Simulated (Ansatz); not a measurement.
## TaSi2: an elastic constant from a strain scan

All numbers below come from DFT r2SCAN, scalar-relativistic, plane waves, PAW in Ansatz. Cutoff 500 eV, Γ-centred 12×12×6 k-points, Gaussian smearing of 0.15 eV. Spin–orbit coupling is left out, which can shift energies with elements as heavy as these. No spin polarisation. Energies are free energies at this smearing, counted from the undisturbed cell; pressure is positive in compression.

Reference structure (relaxed at this level; it needn't be the usual structure):

```
CELL_PARAMETERS angstrom
4.77997 0.00000 0.00000
-2.38998 4.13957 0.00000
0.00000 0.00000 6.55476
ATOMIC_POSITIONS crystal
Ta 0.50000 0.00000 0.00000
Ta 0.50000 0.50000 0.66667
Ta 0.00000 0.50000 0.33333
Si 0.15827 0.31655 0.00000
Si 0.84173 0.15827 0.66667
Si 0.68345 0.84173 0.33333
Si 0.84173 0.68345 0.00000
Si 0.15827 0.84173 0.66667
Si 0.31655 0.15827 0.33333
```

The cell is strained by ε times the Voigt pattern (1, 0, 0, 0, 0, 0) (xx, yy, zz, yz, xz, xy; engineering shear) with fractional coordinates fixed. The cell holds 9 atoms in V0 = 129.70 Å³. The stress column is τ = (1/V0) dE/dε, got from the stress tensor σ (compression positive) at each point as −det(1 + εP) σ : P(1 + εP)⁻¹, with P the pattern as a tensor.

```
      ε  ΔE (meV/atom)  τ (GPa)
-0.0600         73.067  -29.158
-0.0300         16.886  -13.034
 0.0000          0.000    0.045
 0.0150          3.847    5.544
 0.0450         31.602   14.631
 0.0600              ?        ?
```

Task: Which combination of elastic constants does this scan measure, and how large is it?

Result: For small ε, τ = τ0 + Kε with K = pᵀCp, which for this pattern is C11 in the Cartesian frame shown. The parabola through τ at ε = -0.0300, 0 and 0.0150 has slope K = 390 GPa at zero. The energies per cell, E = NΔE, of the same two points give K = 2[E(ε₊)/ε₊ − E(ε₋)/ε₋]/[(ε₊ − ε₋)V0] = 405 GPa, in agreement. These are clamped-ion values.

Task: Predict the withheld row at ε = 0.0600 from the harmonic law, and compare.

Result: ΔE = V0(τ0 ε + Kε²/2)/N = 63.342 meV/atom and τ = 23.43 GPa. The calculation gives 53.910 meV/atom and 18.36 GPa: the energy lies 15 % below the harmonic value, as bonds soften when stretched.

Forces appear on the atoms along this scan, and letting them relax would lower the energy and soften the response. In a metal these slopes depend on the k mesh and the smearing.